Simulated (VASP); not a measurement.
# Hf (Im-3m) in VASP: notebook

One crystal, Hf, is run at these levels: r2SCAN; tasks: single point.

All numbers are computed with VASP 6.6.1; they aren't measurements. Logs are shortened: lines on timing, memory, paths and dates and some standing lists are left out, and cuts for length are marked.

## (1) Starting point

The structure is cubic, space group Im-3m (No. 229). The conventional cell has a = 3.610 Å, b = 3.610 Å, c = 3.610 Å, α = 90.00°, β = 90.00°, γ = 90.00°. Around Hf (site symmetry m-3m) lie 8 Hf at 3.13 Å.

This isn't the form of Hf at room conditions, which is hcp.

## (2) Single point, r2SCAN

INCAR

```
SYSTEM = Hf
ADDGRID = .False.
ALGO = Normal
EDIFF = 1E-7
ENCUT = 400
ISIF = 2
ISMEAR = 1
LASPH = .True.
LCHARG = .False.
LMIXTAU = .True.
LREAL = .False.
LWAVE = .False.
METAGGA = R2SCAN
NELM = 100
PREC = Accurate
SIGMA = 0.15
```

KPOINTS

```
k-points
0
Gamma
  11 11 11
  0 0 0
```

POSCAR

```
Hf
1.0
   -1.8050000000      1.8050000000      1.8050000000
    1.8050000000     -1.8050000000      1.8050000000
    1.8050000000      1.8050000000     -1.8050000000
Hf
1
Direct
    0.0000000000      0.0000000000      0.0000000000
```

Potentials or basis: VASP PAW PBE potentials, release 64 (Hf).

Started as:

```console
$ cat potpaw_PBE.64/Hf/POTCAR > POTCAR
$ mpirun -np 1 vasp_std > vasp.out
```

OUTCAR:

```text
SYSTEM = Hf
   EDIFF = 1E-7
   ENCUT = 400
   ISIF = 2
   ISMEAR = 1
   LASPH = .True.
   LREAL = .False.
   METAGGA = R2SCAN
   NELM = 100
   PREC = Accurate

 Found     56 irreducible k-points:

 Following reciprocal coordinates:
            Coordinates               Weight
  0.000000  0.000000  0.000000      1.000000
  0.090909  0.000000  0.000000     12.000000
  0.181818  0.000000  0.000000     12.000000
  0.272727  0.000000  0.000000     12.000000
  0.363636  0.000000  0.000000     12.000000
  0.454545  0.000000  0.000000     12.000000
   k-points           NKPTS =     56   k-points in BZ     NKDIM =     56   number of bands    NBANDS=      6
   number of dos      NEDOS =    301   number of ions     NIONS =      1
   total plane-waves  NPLWV =   8000
   dimension x,y,z NGX =    20 NGY =   20 NGZ =   20
   dimension x,y,z NGXF=    40 NGYF=   40 NGZF=   40
   ions per type =               1
   NGX,Y,Z   is equivalent  to a cutoff of  10.64, 10.64, 10.64 a.u.
   NGXF,Y,Z  is equivalent  to a cutoff of  21.27, 21.27, 21.27 a.u.
 SYSTEM =  Hf
   PREC   = accura    normal or accurate (medium, high low for compatibility)
   ISTART =      0    job   : 0-new  1-cont  2-samecut
   ICHARG =      2    charge: 1-file 2-atom 10-const
   ISPIN  =      1    spin polarized calculation?
   LNONCOLLINEAR =      F non collinear calculations
   LSORBIT =      F    spin-orbit coupling
   LASPH  =      T    aspherical Exc in radial PAW
   ENCUT  =  400.0 eV  29.40 Ry    5.42 a.u.   5.10  5.10  5.10*2*pi/ulx,y,z
   NELM   =    100;   NELMIN=  2; NELMDL= -5     # of ELM steps
   EDIFF  = 0.1E-06   stopping-criterion for ELM
   LREAL  =      F    real-space projection
[... 7 lines left out ...]
   TEBEG  =    0.0;   TEEND  =   0.0 temperature during run
   PSTRESS=    0.0 pullay stress
   NELECT =       4.0000    total number of electrons
   NUPDOWN=      -1.0000    fix difference up-down
   EMIN   =  10.00;   EMAX   =-10.00  energy-range for DOS
   EFERMI =   0.00;   METHOD = LEGACY
   ISMEAR =     1;   SIGMA  =   0.15  broadening in eV -4-tet -1-fermi 0-gaus
   EFERMI_NEDOS =   21; number of points for ismear=-14 and -15
   IALGO  =     38    algorithm
   IMIX   =      4    mixing-type and parameters
     AMIX     =   0.40;   BMIX     =  1.00
     AMIX_MAG =   1.60;   BMIX_MAG =  1.00
  volume/ion in A,a.u.               =      23.52       158.74
  Fermi-wavevector in a.u.,A,eV,Ry     =   0.906980  1.713943 11.192321  0.822612
  Thomas-Fermi vector in A             =   2.030732
   LORBIT       =      0    0 simple, 1 ext, 2 COOP (PROOUT), +10 PAW based schemes
   METAGGA = R2SCAN    functional components
   LHFCALC =     F    Hartree Fock is set to
   AEXX    =    0.0000 exact exchange contribution
   IVDW    =     0    specifies the selected vdW correction
   LEPSILON=     F    determine dielectric tensor
   LRPA    =     F    only Hartree local field effects (RPA)
 non-spin polarized calculation
 Methfessel and Paxton  Order N= 1 SIGMA  =   0.15
  energy-cutoff  :      400.00
  volume of cell :       23.52
 maximum number of plane-waves:       438
   NGX = 11   NGY = 11   NGZ = 11

 number of electron       4.0000000 magnetization

 Free energy of the ion-electron system (eV)
  ---------------------------------------------------
  ext. energy  EPLUGINS =         0.00000000
  ---------------------------------------------------
  free energy    TOTEN  =       -44.86398894 eV

  energy without entropy =      -44.86092577  energy(sigma->0) =      -44.86296788

 E-fermi :   4.4363     XC(G=0): -11.4419

 val. band max:        4.4084604106   @ k =  -0.4545   0.4545   0.0909
 cond. band min:       4.4503947240   @ k =   0.3636   0.1818   0.0000
 fundamental gap:      0.0419343134
 Fermi energy:         4.4362668502

 k-point     1 :       0.0000    0.0000    0.0000
  band No.  band energies     occupation
      1      -2.7575      2.00000
      2       6.0973     -0.00000
      3       6.0973     -0.00000
      4       6.0973     -0.00000
      5       8.7456      0.00000
      6       8.7456      0.00000

 k-point     2 :       0.0909    0.0000    0.0000
  band No.  band energies     occupation
      1      -2.4639      2.00000
      2       5.8894     -0.00000
      3       5.9976     -0.00000
      4       6.3837     -0.00000
      5       8.4467      0.00000
      6       8.7441      0.00000

 k-point     3 :       0.1818    0.0000    0.0000
  band No.  band energies     occupation
      1      -1.6388      2.00000
      2       5.3884     -0.00000
      3       5.5408     -0.00000
      4       7.2214     -0.00000
      5       8.1644      0.00000
      6       8.7836      0.00000

 k-point     4 :       0.2727    0.0000    0.0000
  band No.  band energies     occupation
      1      -0.4800      2.00000
      2       4.8241     -0.00157
      3       4.8904     -0.00016
      4       8.3362      0.00000
      5       8.5372      0.00000
      6       8.9395      0.00000

 k-point     5 :       0.3636    0.0000    0.0000
  band No.  band energies     occupation
      1       0.5798      2.00000
      2       4.3710      1.66457
      3       4.6775     -0.04536
      4       8.6063      0.00000
      5       9.2182      0.00000
      6      10.1543      0.00000

 k-point     6 :       0.4545    0.0000    0.0000
  band No.  band energies     occupation
      1       1.0674      2.00000
      2       4.1245      2.01231
      3       5.0645     -0.00000
      4       8.6228      0.00000
      5       9.4786      0.00000
      6      11.5579      0.00000

 [... further k-points ...]
[... 5 lines left out ...]
  --------------------------------------------------------------------------------------
  -------------------------------------------------------------------------------------
  Total       -1.1389533     -1.1389533     -1.1389533     -0.0000000      0.0000000      0.0000000
  in kB      -77.5755534    -77.5755534    -77.5755534     -0.0000000      0.0000000      0.0000000
  external PRESSURE =     -77.5755534 kB  Pullay stress =       0.0000000 kB

 VOLUME and BASIS-vectors are now :
 -----------------------------------------------------------------------------
  energy-cutoff  :      400.00
  volume of cell :       23.52
      direct lattice vectors                 reciprocal lattice vectors
    -1.805000000  1.805000000  1.805000000     0.000000000  0.277008310  0.277008310
     1.805000000 -1.805000000  1.805000000     0.277008310  0.000000000  0.277008310
     1.805000000  1.805000000 -1.805000000     0.277008310  0.277008310  0.000000000

 POSITION                                       TOTAL-FORCE (eV/Angst)
 -----------------------------------------------------------------------------------
      0.00000      0.00000      0.00000         0.000000      0.000000     -0.000000
 -----------------------------------------------------------------------------------
    total drift:                                0.000000     -0.000000     -0.000000

  FREE ENERGIE OF THE ION-ELECTRON SYSTEM (eV)
  ---------------------------------------------------
  free  energy   TOTEN  =       -44.8639889420 eV

  energy  without entropy=      -44.8609257664  energy(sigma->0) =      -44.86296788
```

Wall time 34 s (1 thread of Intel Xeon Platinum 8488C (Sapphire Rapids), shared host); peak memory 0.12 GiB.

These settings aren't checked as converged: the numbers below hold their error.

What came out:

| Quantity | Value |
| --- | --- |
| Free energy | -44.8640 eV |
| Pressure | -7.8 GPa |
| Band gap on the k mesh | none (metal or under the smearing width) |

Caveat: the PAW data sets were made with another functional, which shifts forces and pressure a little.

## (3) Single point, r2SCAN

Changes to INCAR since step 2:

```diff
@@ -4,3 +4,3 @@
 EDIFF = 1E-7
-ENCUT = 400
+ENCUT = 600
 ISIF = 2
```

KPOINTS

```
k-points
0
Gamma
  9 9 9
  0 0 0
```

POSCAR is that of step 2.

Potentials or basis: VASP PAW PBE potentials, release 64 (Hf).

Started as:

```console
$ cat potpaw_PBE.64/Hf/POTCAR > POTCAR
$ mpirun -np 1 vasp_std > vasp.out
```

Run time: 46 s. Hardware: 1 thread of Intel Xeon Platinum 8488C (Sapphire Rapids), shared host; peak memory 0.16 GiB.

The run converged, but some of its settings lie outside the range that counts as converged, so its numbers aren't taken as properties of the crystal.

Results:

* Free energy: -44.8606 eV
* Pressure: -7.2 GPa
* Band gap on the k mesh: none (metal or under the smearing width)

Caveat: the PAW data sets were made with another functional, which shifts forces and pressure a little.
